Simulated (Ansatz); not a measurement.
Runs of Ansatz 0.2.0 on CaO. Symmetry: Fm-3m, No. 225, cubic system. The conventional cell has a = 4.807 Å, b = 4.807 Å, c = 4.807 Å, α = 90.00°, β = 90.00°, γ = 90.00°. Around Ca (site symmetry m-3m) lie 6 O at 2.40 Å. O (site symmetry m-3m) has 6 Ca at 2.40 Å as nearest neighbours. The cell is a database's computed one.

| task | level | cell | cutoff (eV) | gap on the mesh (eV) | pressure (GPa) | relaxed volume (Å³/atom) |
| --- | --- | --- | --- | --- | --- | --- |
| relaxation of cell and atoms | PBEsol+D4 | relaxed | - | 3.53 | 0.0 | (b) |
| band structure | RPBE | as given | 246 | 3.76 | 5.4 | - |
| band structure | BLYP | as given | 245 | 3.75 | 4.3 | - |
| band structure | LDA | as given | 245 | 3.48 | -7.0 | - |
| relaxation of cell and atoms | PBEsol | relaxed | - | 3.54 | 0.0 | 13.55 |
| relaxation of cell and atoms | PBEsol+D3(BJ) | relaxed | - | 3.52 | 0.0 | 13.16 |
| band structure | PBEsol | as given | 246 | 3.55 | -2.7 | - |
| band structure | revPBE | as given | 246 | (a) | 4.4 | - |

Alike in all rows: potentials or basis all-electron LAPW, scalar-relativistic; no spin polarisation; k mesh 10 × 10 × 10; smearing fermi-dirac 0.05 eV; basis error allowed 0.001 eV/atom.

Problem. Estimate the missing entries.

Solution. (a) 3.73; (b) 13.40.

A k mesh can miss the band edges.

Runs at the PBE level aren't shown here.
